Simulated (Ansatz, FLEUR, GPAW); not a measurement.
## GaAs: programs and potentials compared

```
As Ga
1.0
     0.00000    2.82685    2.82685
     2.82685    0.00000    2.82685
     2.82685    2.82685    0.00000
As Ga
1 1
Direct
  0.75000 0.75000 0.75000
  0.00000 0.00000 0.00000
```

Alike in all runs: task band structure; functional BLYP; k mesh 8 × 8 × 8; occupations fermi-dirac, width 0.05 eV; no spin polarisation; no spin-orbit coupling. Pressure is positive in compression and, in plane waves, holds the error of the finite cutoff. Gaps are the smaller of the mesh's and the band path's.

| program and potentials | plane-wave cutoff (eV) | notes | band gap (eV) | pressure (GPa) |
| --- | --- | --- | --- | --- |
| FLEUR, all-electron, FLAPW | - | - | 0.35 | - |
| Ansatz, all-electron LAPW, scalar-relativistic | - | - | 0.35 | 6.87 |
| GPAW, PAW data sets generated for this functional | 600 | - | 0.43 | 7.71 |

The band gap spans 0.35 (Ansatz, all-electron LAPW, scalar-relativistic) to 0.43 eV (GPAW, PAW data sets generated for this functional), with all-electron results at 0.35. The pressure spans 6.87 (Ansatz, all-electron LAPW, scalar-relativistic) to 7.71 GPa (GPAW, PAW data sets generated for this functional), with all-electron results at 6.87. Spin-orbit coupling, left out here, moves the band edges of heavy atoms.

The functional is the same throughout but for its coding, so the spread measures potentials, basis and numerics; runs on potential files found faulty are left out.

The two all-electron calculations agree on a gap of 0.35 eV, and the PAW value of 0.43 eV lies close enough to leave the physical picture unchanged. All three fall far below the measured gap of GaAs. This is the familiar failure of a semilocal functional, whose Kohn-Sham gap lacks the derivative discontinuity. Ga 3d states placed too high probably add to it, by pushing the As 4p-like valence-band top upwards.

The positive pressures in both runs that report one show that BLYP favours a larger cell than this one, which is close to experiment. That fits the functional's known tendency to underbind semiconductors. Relaxing the volume would therefore probably worsen the gap: the conduction-band minimum at Γ is an antibonding state of mainly s character, and it drops as the bonds lengthen. The agreement between programs thus supports the numerical soundness of the BLYP result, not its accuracy for GaAs, and the small gap shouldn't be read as a sign of near-metallic behaviour.
